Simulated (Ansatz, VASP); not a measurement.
WS2 (Tungstenite): VASP beside Ansatz

```xyz
6
Lattice="3.1800 0.0000 0.0000 -1.5900 2.7540 0.0000 0.0000 0.0000 12.5000" Properties=species:S:1:pos:R:3 pbc="T T T"
W     0.0000    1.8360    3.1250
W     1.5900    0.9180    9.3750
S     0.0000    1.8360    7.8125
S     1.5900    0.9180    1.5625
S     0.0000    1.8360   10.9375
S     1.5900    0.9180    4.6875
```

Alike in both runs: task relaxation of shape and atoms at fixed volume; functional PBE; dispersion D3(BJ); k mesh 10 × 10 × 2; occupations gaussian, width 0.05 eV; no spin polarisation.

|  | VASP | Ansatz |
| --- | --- | --- |
| version | VASP 6.6.1 | Ansatz 0.2.0 |
| potentials or method | VASP PAW PBE potentials, release 64 (W_sv, S) | scalar-relativistic, plane waves, PAW |
| plane-wave cutoff (eV) | 600 | 420 |
| valence electrons in the cell | 52 | 52 |

```csv
,VASP,Ansatz,Ansatz less VASP
"gap on the k mesh at the Fermi level, each at its own relaxed structure (eV)",1.17,1.15,-0.014
relaxed volume (Å³/atom),18.25,18.25,0.000
relaxed cell length with the largest relative difference (Å),12.576,12.579,+0.0029
```

Caveats: spin-orbit coupling is left out, which moves the levels of the heavy elements. PBE gaps usually lie below the measured ones, often by a third to a half. A k mesh can miss the band edges.
